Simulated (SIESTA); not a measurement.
Crystal: FeO (Wuestite).

```
Fe O
1.0
     3.04820    0.00000    0.00000
     1.52410    2.63982    0.00000
     1.52410    0.87994    2.48884
Fe O
1 1
Direct
  0.00000 0.00000 0.00000
  0.50000 0.50000 0.50000
```

Alike in all runs: program SIESTA 5.4.2; functional PBE; potentials or basis PseudoDojo 0.4 standard (PBE files); basis DZP (energy shift 0.003 Ry; two zetas on semicore shells); grid cutoff 800 Ry; energy shift 0.003 Ry; k mesh 8 × 8 × 8; occupations fermi-dirac, width 0.05 eV.

**Question.** Only the start or the spin constraint differs. Which run ends lowest in energy?
A. collinear spin, ferromagnetic start of up to 3 μB; fixed moment 3
B. collinear spin, ferromagnetic start of up to 3 μB; fixed moment 0
C. collinear spin, ferromagnetic start of up to 3 μB; fixed moment 1
D. collinear spin, ferromagnetic start of up to 3 μB; fixed moment 4
E. collinear spin, ferromagnetic start of up to 3 μB; fixed moment 2

**Answer.** D.

| start | free energy over the lowest (meV/atom) | net moment (μB) | site or absolute moments (μB) | gap |
| --- | --- | --- | --- | --- |
| collinear spin, ferromagnetic start of up to 3 μB; fixed moment 3 | 213.5 | 3.00 | Fe +2.95; O +0.05 | - |
| collinear spin, ferromagnetic start of up to 3 μB; fixed moment 4 | 0.0 | 4.00 | Fe +3.69; O +0.31 | - |
| collinear spin, ferromagnetic start of up to 3 μB; fixed moment 2 | 506.1 | 2.00 | Fe +2.06; O -0.06 | - |
| collinear spin, ferromagnetic start of up to 3 μB; fixed moment 1 | 729.4 | 1.00 | Fe +1.01; O -0.01 | - |
| collinear spin, ferromagnetic start of up to 3 μB; fixed moment 0 | 837.9 | 0.00 | - | - |

All polarised runs hold their moment fixed, so the table maps the energy against it. A still lower state may exist.

Caveats: the basis of atomic orbitals isn't converged, which shifts pressures, moduli and gaps; the total moment is fixed, so each spin has its own Fermi level; a cell with one magnetic atom can't hold antiferromagnetic order, which such compounds often take (some runs); the moment is held away from its start (some runs); the starting moments collapsed, and a magnetic state may lie lower (some runs).
